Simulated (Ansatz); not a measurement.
# Y (Fm-3m): scan of the energy under strain, by script

What does a strain cost in Y (Fm-3m)? The task is a scan of the energy under strain, for Y (Fm-3m).

All numbers are computed with Ansatz 0.2.0 through its Python package. Level of theory: DFT LDA, plane waves, PAW.

### 1 The structure

It takes space group Fm-3m (No. 225, cubic). Conventional cell: a = 4.970 Å, b = 4.970 Å, c = 4.970 Å, α = 90.00°, β = 90.00°, γ = 90.00°. Around Y (site symmetry m-3m) lie 12 Y at 3.51 Å.

The script holds or builds the structure itself.

### 2 The script

The input, strain.py:

```python
'''A uniaxial strain scan of Y.'''

import warnings

import ansatz as az
import matplotlib.pyplot as plt
import numpy as np

vectors0 = np.array([
    [0.0, 2.485, 2.485],
    [2.485, 0.0, 2.485],
    [2.485, 2.485, 0.0],
])
sites = [
    ('Y', [0.0, 0.0, 0.0]),
]


def build(cell):
    crystal = az.Crystal(lattice=az.Lattice.of(cell))
    for symbol, position in sites:
        crystal = crystal.atom(symbol, position)
    return crystal

warnings.simplefilter('ignore', az.DeckWarning)

# clamped ions: the fractional positions stay as typed
values = np.linspace(-0.05, 0.05, 5)
energies = []
for d in values:
    strain = np.diag([0, 0, d])
    cell = vectors0 @ (np.eye(3) + strain)
    model = (
        build(cell).calculation()
        .occupations('Marzari-Vanderbilt', width=0.15)
        .functional('lda')
        .basis(520)
        .kpoints(12, 12, 12)
        .stress()
    )
    rep = model.run(threads=1).report
    energies.append(rep['free_energy_ev'] / len(sites))
    s = rep['stress_gpa']
    print(f'd = {d:+.4f}  stress xx yy zz xy (GPa, compression positive): {s[0][0]:8.3f} {s[1][1]:8.3f} {s[2][2]:8.3f} {s[0][1]:8.3f}')
energies = np.array(energies)

for value, e in zip(values, energies):
    print(f'strain {value:7.3f}   E - Emin = {1000 * (e - energies.min()):9.3f} meV/atom')
plt.figure(figsize=(4.5, 3))
plt.plot(values, 1000 * (energies - energies.min()), 'o-')
plt.xlabel('strain')
plt.ylabel('meV/atom')
plt.tight_layout()
plt.savefig('strain.png', dpi=100)
curvature = 2 * np.polyfit(values, energies, 3)[1]
volume = abs(np.linalg.det(vectors0)) / len(sites)
print(f'd2E/dd2 over the volume: {curvature / volume * 160.21766:.1f} GPa')
```

### 3 The calls as engine input

The package turns the script's settings into the engine's input (first run):

```yaml
crystal:
  lattice:
    - [0.0, 2.485, 2.36075]
    - [2.485, 0.0, 2.36075]
    - [2.485, 2.485, 0.0]
  atoms:
    - { symbol: "Y", position: [0.0, 0.0, 0.0] }
basis:
  ecutwfc: 520.0
kpoints:
  mp_grid:
    grid: [12, 12, 12]
hamiltonian:
  xc: lda
scf:
  occupations:
    method: cold
    width: 0.15
output:
  stress: true
```

### 4 Running it

Command:

```console
$ python strain.py
```

Log:

```text
d = -0.0500  stress xx yy zz xy (GPa, compression positive):   -0.007   -0.007    1.335    0.000
d = -0.0250  stress xx yy zz xy (GPa, compression positive):   -0.931   -0.931   -0.264    0.000
d = +0.0000  stress xx yy zz xy (GPa, compression positive):   -1.750   -1.750   -1.750   -0.000
d = +0.0250  stress xx yy zz xy (GPa, compression positive):   -2.447   -2.447   -3.199    0.000
d = +0.0500  stress xx yy zz xy (GPa, compression positive):   -3.030   -3.030   -4.605    0.000
strain  -0.050   E - Emin =     2.500 meV/atom
strain  -0.025   E - Emin =     0.000 meV/atom
strain   0.000   E - Emin =     4.848 meV/atom
strain   0.025   E - Emin =    16.703 meV/atom
strain   0.050   E - Emin =    35.423 meV/atom
d2E/dd2 over the volume: 59.0 GPa
```

It took 14 s on 1 thread of AMD EPYC 7R43 (Zen 3), shared host; peak memory 0.47 GiB.

### 5 What changed from run to run

The engine's inputs for some of the other runs:

Run 3, against run 1:

```diff
@@ -3,2 +3,2 @@
-    - [0.0, 2.485, 2.36075]
-    - [2.485, 0.0, 2.36075]
+    - [0.0, 2.485, 2.485]
+    - [2.485, 0.0, 2.485]
```

Run 4, against run 1:

```diff
@@ -3,2 +3,2 @@
-    - [0.0, 2.485, 2.36075]
-    - [2.485, 0.0, 2.36075]
+    - [0.0, 2.485, 2.547125]
+    - [2.485, 0.0, 2.547125]
```

Run 5, against run 1:

```diff
@@ -3,2 +3,2 @@
-    - [0.0, 2.485, 2.36075]
-    - [2.485, 0.0, 2.36075]
+    - [0.0, 2.485, 2.60925]
+    - [2.485, 0.0, 2.60925]
```

### 6 Run by run

One row for each of the 5 runs:

```tsv
run	strain	energy from run 2 (meV/atom)	pressure (GPa)	SCF cycles	CPU time (s)
1	-0.050	2.50	0.44	6	3
2	-0.025	0.00	-0.71	6	3
3	0.000	4.85	-1.75	6	1.2
4	0.025	16.70	-2.70	6	2.5
5	0.050	35.42	-3.56	6	2.5
```

Energies are free energies F = E - TS of the smeared occupations. 

### 7 Results

| quantity | value |
| --- | --- |
| curvature under the strain | 59.0 GPa |
| runs compared | 5 |
| range of energy | 35.42 meV/atom |
| lowest point, strain | -0.025 |

What this shows: Against the unstrained cell the energy per atom changes by -2.35 meV at one end of the scan and +30.58 meV at the other, and its second derivative over the volume is 59.0 GPa. Reading the output:
- The curvature belongs to this strain pattern and to the cell's stress; it equals a single elastic constant only for simple patterns.
- In a metal a curvature from energy changes of a few meV or less hangs on mesh and smearing, in size and even in sign.
- This isn't the structure that Y takes at ambient conditions.
- The ions keep their fractional positions (clamped ions).
